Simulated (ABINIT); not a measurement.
Crystal: SrCl2.

```
Sr Cl
1.0
     0.00000    3.48835    3.48835
     3.48835    0.00000    3.48835
     3.48835    3.48835    0.00000
Sr Cl
1 2
Direct
  0.00000 0.00000 0.00000
  0.75000 0.75000 0.75000
  0.25000 0.25000 0.25000
```

| Property | Result |
| --- | --- |
| Program | ABINIT 10.8.3 (patched build) |
| Task | single point |
| Functional | PBE |
| Potentials or basis | JTH PAW PBE v2.0 |
| Cutoff | 680 eV |
| k mesh | 7 × 7 × 7 |
| Occupations | fermi-dirac, width 0.05 eV |
| Spin | no spin polarisation |

On this cell: pressure 1.0 GPa; largest force zero by symmetry; band gap on the k mesh 5.37 eV, indirect (least direct gap 5.67 eV).

The same run follows on a disturbed copy (atoms moved at random, drawn with an rms of 0.05 Å):

```xyz
3
Lattice="0.0000 3.4884 3.4884 3.4884 0.0000 3.4884 3.4884 3.4884 0.0000" Properties=species:S:1:pos:R:3 pbc="T T T"
Sr   -0.0033   -0.0364   -0.0347
Cl    5.2490    5.2263    5.2512
Cl    1.7260    1.7611    1.7815
```

Question: What does the disturbed cell give?

Answer: The energy moves by +3.3 meV/atom; pressure 1.0 GPa; largest force 0.212 eV/Å; band gap on the k mesh 5.36 eV, indirect (least direct gap 5.67 eV).

Forces in eV/Å, atoms in the order of the input:
```
Sr  -0.009  0.125  0.170
Cl  -0.087 -0.006 -0.048
Cl   0.096 -0.120 -0.122
```

Stress tensor (GPa, compression positive):
```
 1.03 -0.09 -0.11
-0.09  1.01  0.22
-0.11  0.22  1.00
```

Caveats: an odd mesh through Γ misses points on the zone boundary, where band edges often lie.
